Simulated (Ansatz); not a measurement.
# SiC (F-43m):V_Si, thermodynamic levels from a 432-atom cell

Aim: at which Fermi levels does V_Si in SiC (F-43m) change its charge? The model is a cell of 432 host atoms with 1 Si taken out.

Method: place-levels on PBEsol runs: charge-transition levels and formation energies with image-charge correction and potential alignment at the atomic sites; PAW set soft_1, in Ansatz 0.2.0.

**Measured values to reproduce.**

“Insight into the structural, elastic and electronic properties of a new orthorhombic 6O-SiC polytype” (2020, pmc:7200658) quotes from earlier work for SiC, cubic 3C zincblende (literature value): band gap (indirect gap) 2.4 eV [literature value; measurement temperature and method not stated].

Most raw output is cut from this account.

## 1. The starting structure

The cell holds 431 atoms: 215 Si and 216 C. Cell: a = 18.485 Å, b = 18.485 Å, c = 18.485 Å, α = 60.0°, β = 60.0°, γ = 60.0°. It derives from SiC (space group F-43m). Nearest the centre at fractional (0.500, 0.500, 0.500): C259 at 1.89 Å, C258 at 1.89 Å, C248 at 1.89 Å, C188 at 1.89 Å, Si260 at 3.08 Å, Si187 at 3.08 Å, Si330 at 3.08 Å, Si318 at 3.08 Å.

Screening for the image-charge correction: ε∞ = 7.06, ε0 = 10.44, computed on the host (DFPT, PBEsol).

The cell's shortest repeat is 18.5 Å.

## 2. The runs of each charge state

A transition level is the Fermi level at which two charge states cost the same, so each charge needs its own total energy, at its own relaxed structure.

Each atom starts 0.04 Å or so off its site in a random direction: a symmetric start keeps its symmetry, and would miss off-centre moves and Jahn–Teller distortions. Forces are taken at the zone centre alone. The cell holds 1 electron more than the neutral one, with a uniform background that keeps it neutral on the whole. The moment is locked at 3 μB to get this spin state; other moments, where tried, are runs of their own.

One state's input; the others differ in charge, spin, start and seed, and in occupations where the table says so.

qm1_M3.relax/input.yaml

```yaml
crystal:
  lattice:
    - [0.0, 2.1784555, 2.1784555]
    - [2.1784555, 0.0, 2.1784555]
    - [2.1784555, 2.1784555, 0.0]
  atoms:
    - { symbol: Si, position: [0.0, 0.0, 0.0] }
    - { symbol: C, position: [0.25, 0.25, 0.25] }
  supercell: [6, 6, 6]
  defects: [{ vacancy: 258 }]
total_charge: -1
basis:
  ecutwfc: 420
  xc_grid: 2
hamiltonian:
  xc: pbesol
  pseudopotentials: { kind: paw, azcp: { folder: soft_1 }, xc_functional: pbe }
kpoints:
  mp_grid: { grid: [1, 1, 1] }
magnetization:
  spin_polarized: true
  initial_magnetization: 3
  spin_locking: { lock_magnetization: hard }
scf:
  occupations: { method: fixed }
  max_iter: 100
output:
  forces: true
  charged_corrections:
    epsilon: 7.06
    static_epsilon: 10.44
    defect_position: [0.5, 0.5, 0.5]
relax:
  f_tol: 0.02
  max_steps: 60
  random_displacement: { amplitude: 0.04, seed: 8700 }
checkpoint:
  write: "../qm1_M3.relax.run"
  compress: false
  write_wavefunctions: true
  write_every: 100000
```

The run is started by

```bash
$ ansatz run input.yaml --threads 32 --pin off --max-ram 84787MiB --backend cuda --events-out ev --progress --plain --runs-dir out --max-vram 78GiB
```

The energy is taken again at one point at (¼, ¼, ¼), on the same structure.

The run of this state that the levels use, under PBEsol:

qm1_M3.quarter/input.yaml

```yaml
crystal:
  checkpoint: "../qm1_M3.relax.run"
  host: checkpoint
total_charge: -1
basis:
  ecutwfc: 420
  xc_grid: 2
hamiltonian:
  xc: pbesol
  pseudopotentials: { kind: paw, azcp: { folder: soft_1 }, xc_functional: pbe }
kpoints:
  mp_grid: { grid: [1, 1, 1], shift: [0.25, 0.25, 0.25] }
magnetization:
  spin_polarized: true
  initial_magnetization: 3
  spin_locking: { lock_magnetization: hard }
scf:
  occupations: { method: fixed }
  max_iter: 100
output:
  forces: true
  charged_corrections:
    epsilon: 7.06
    static_epsilon: 10.44
    defect_position: [0.5, 0.5, 0.5]
  eigenvalues: true
  eigenstates: { localisation: true }
  efg: {}
checkpoint:
  read: "../qm1_M3.relax.run"
  write: "../qm1_M3.quarter.run"
  compress: false
  write_wavefunctions: false
  write_every: 100000
```

Relaxations under PBEsol at the zone centre alone; times on 1 × NVIDIA GB200 with 32 threads of Arm Neoverse V2, shared host:

```csv
charge,moment (μB),occupations,outcome,steps,largest displacement against the far atoms (Å),time
−1,3,fixed,converged,5,0.16,20 s
0,2,fixed,converged,6,0.19,31 s
```

Single points under PBEsol at one point at (¼, ¼, ¼); times on 1 × NVIDIA GB200 with 32 threads of Arm Neoverse V2, shared host:

```csv
charge,moment (μB),occupations,outcome,time
−1,3,fixed,converged,29 s
0,2,fixed,converged,27 s
```

Distances (Å) from the ideal centre to the nearest atoms after relaxation with PBEsol:

```csv
charge,moment (μB),1.,2.,3.,4.,5.,6.
−1,3,C 2.04,C 2.04,C 2.05,C 2.05,Si 3.06,Si 3.06
0,2,C 2.06,C 2.07,C 2.07,C 2.07,Si 3.07,Si 3.07
```

## 3. Placing the levels, PBEsol, the zone centre alone

qm1_M3.gamma/input.yaml, as its differences from qm1_M3.quarter/input.yaml of step 2:

```diff
@@ -11,3 +11,3 @@
 kpoints:
-  mp_grid: { grid: [1, 1, 1], shift: [0.25, 0.25, 0.25] }
+  mp_grid: { grid: [1, 1, 1] }
 magnetization:
@@ -26,7 +26,5 @@
   eigenvalues: true
-  eigenstates: { localisation: true }
-  efg: {}
 checkpoint:
   read: "../qm1_M3.relax.run"
-  write: "../qm1_M3.quarter.run"
+  write: "../qm1_M3.gamma.run"
   compress: false
```

Wall time 5 s (1 × NVIDIA GB200 with 32 threads of Arm Neoverse V2, shared host); peak memory 3.8 GiB.

levels.gamma.yaml

```yaml
host:
  run: host.gamma.run
  levels_from: { run: edges.gamma.run }
states: [qm1_M3.gamma.run, q0_M2.gamma.run]
geometry_from:
  qm1_M3.gamma.run: qm1_M3.relax.run
  q0_M2.gamma.run: q0_M2.relax.run
chemical_potentials:
  Si:
    energy: -621.49341
    dataset: <sha256 of the dataset>
```

The run is started by

```bash
$ ansatz place-levels levels.gamma.yaml -- --threads 32 --pin off --max-ram 84787MiB --backend cuda --max-vram 78GiB
```

It took 2.6 s on 32 threads.

Under PBEsol the gap is 1.24 eV, (0/−1) 0.69 eV.

## 4. Placing the levels, PBEsol, one point at (¼, ¼, ¼)

A charged cell interacts with its images and the background, and its potential has another zero than the host's. place-levels removes the first by a point-charge model, screened by the static dielectric constant since the ions have relaxed around the charge, and the second by comparing potentials at atoms far from the defect.

The host is a run of the defect-free crystal in the same cutoffs, grids and k-points, so that basis and sampling errors cancel in part in the differences. Its band edges come from a run of the primitive cell that searches the zone for them. Chemical potentials are energies per atom of Si (diamond), run with the same functional and cutoff.

levels.quarter.yaml

```yaml
host:
  run: host.quarter.run
  levels_from: { run: edges.quarter.run }
states: [qm1_M3.quarter.run, q0_M2.quarter.run]
geometry_from:
  qm1_M3.quarter.run: qm1_M3.relax.run
  q0_M2.quarter.run: q0_M2.relax.run
chemical_potentials:
  Si:
    energy: -621.49341
    dataset: <sha256 of the dataset>
```

The run is started by

```bash
$ ansatz place-levels levels.quarter.yaml -- --threads 32 --pin off --max-ram 84787MiB --backend cuda --max-vram 78GiB
```

Elapsed: 2.5 s, on 32 threads.

Under PBEsol the gap is 1.24 eV, (0/−1) 0.64 eV; the stage before (PBEsol, at other k-points) gave a gap of 1.24 eV and levels within 0.05 eV of these.

Levels between the charges placed, in eV above the valence top:

```csv
,gap (eV),(0/−1)
PBEsol,1.24,0.64
```

Corrections by state:

```csv
charge,moment (μB),image terms and alignment (eV),band filling (eV),ε used,"over the lowest of its charge, as the program ranks them, band filling apart (eV)"
0,2.0,0.000,-,-,0.000
−1,3.0,0.172,-,10.44,0.000
```

From the program's caveats on the states, each cut to its opening words:

- charge −1 (3 μB): how wide its charge is, is not read beside other atoms or cores, and a band state would take no correction

The host's formation energy from the elements is -0.271 eV per atom; it sets how far the chemical potentials can move.

Limit set by the element alone; other compounds of these elements are not counted. Chemical potentials from the elements' reference states: C 0.00 eV, Si -0.54 eV. Formation energies (C-rich), with the Fermi level at the valence top and at the conduction bottom (gap 1.24 eV):

```csv
charge,at valence top (eV),at conduction bottom (eV),correction included (eV)
0,7.59,7.59,0.00
−1,8.23,6.99,0.17
```

(Fermi level (eV), lowest formation energy (eV)): (0.00, 7.59), (0.11, 7.59), (0.23, 7.59), (0.34, 7.59), (0.45, 7.59), (0.56, 7.59), (0.68, 7.55), (0.79, 7.44), (0.90, 7.33), (1.02, 7.22), (1.13, 7.10), (1.24, 6.99)

Limit set by the element alone; other compounds of these elements are not counted. Chemical potentials from the elements' reference states: Si 0.00 eV, C -0.54 eV. Formation energies (Si-rich), with the Fermi level at the valence top and at the conduction bottom (gap 1.24 eV):

```csv
charge,at valence top (eV),at conduction bottom (eV),correction included (eV)
0,8.14,8.14,0.00
−1,8.77,7.53,0.17
```

| Fermi level (eV) | lowest formation energy (eV) |
| --- | --- |
| 0.00 | 8.14 |
| 0.11 | 8.14 |
| 0.23 | 8.14 |
| 0.34 | 8.14 |
| 0.45 | 8.14 |
| 0.56 | 8.14 |
| 0.68 | 8.10 |
| 0.79 | 7.98 |
| 0.90 | 7.87 |
| 1.02 | 7.76 |
| 1.13 | 7.64 |
| 1.24 | 7.53 |

## 5. The ladder

Levels between neighbouring charges, in eV above each run's own valence top:

```csv
,gap (eV),(0/−1),GPU time a state at this stage (restarts are quicker than cold starts)
"PBEsol, zone centre alone",1.24,0.69,5.9 s
"PBEsol, (¼, ¼, ¼)",1.24,0.64,28 s
```

## 6. Outcome

| Quantity | Value |
| --- | --- |
| gap of the host | 1.24 eV (PBEsol) |
| level (0/minus 1) | 0.64 eV above the valence top |
| lowest of the charges placed, just above the valence top (0.02 eV) | 0 |
| lowest of the charges placed, just below the conduction bottom (0.02 eV) | −1 |
| lowest formation energy at mid-gap of the charges run, C-rich | 7.59 eV |
| lowest formation energy at mid-gap of the charges run, Si-rich | 8.14 eV |

**Reading.** Of the charges placed (−1 and 0), the lowest changes at 0.64 eV (0/−1) above the valence top, in a gap of 1.24 eV. Charges above 0 and below −1 were not placed, so these runs say nothing of levels that involve them. States placed: 0 at 2 μB; −1 at 3 μB. Other spin states or structures, where not listed, weren't placed. Under PBEsol, the change of sampling (the zone centre alone against one point at (¼, ¼, ¼)) moves a level by 0.05 eV, which is the scale of doubt on levels at the coarser sampling. Limits: one k-point off the zone centre stands for the whole zone; PBEsol makes the gap too small and tends to spread out bound carriers.

Computed beside measured:

| quantity | measured | PBEsol |
| --- | --- | --- |
| band gap (least gap of the host) (eV) | 2.4 | 1.24 (-1.16 eV) |

Measured values from pmc:7200658 (2020).

How well it matches: The band gap is off by -1.16 eV: a clear miss. Local and semilocal functionals usually give gaps below the measured ones. Zero-point and thermal motion shift the measured gap.

[Logs are printed without paths, hosts, clocks, repeated set-up lines and the standing remarks that a program may print on its own settings, such as how far it seeks lower states.]

[Hosts, paths, dates, database ids (printed as entryN), source tags and the programs' standing remarks are cut or masked in the printed files.]

[Where a table of states has a column of steps, it counts the stored structures, which are thinned; the runs took as many ionic steps or more.]

[A defect's name tells the site on which it was built; relaxed atoms can leave that site.]

[For some hosts the program warned that the k-mesh of the response run may be too coarse for force constants and the static dielectric constant; such warnings are not shown here.]
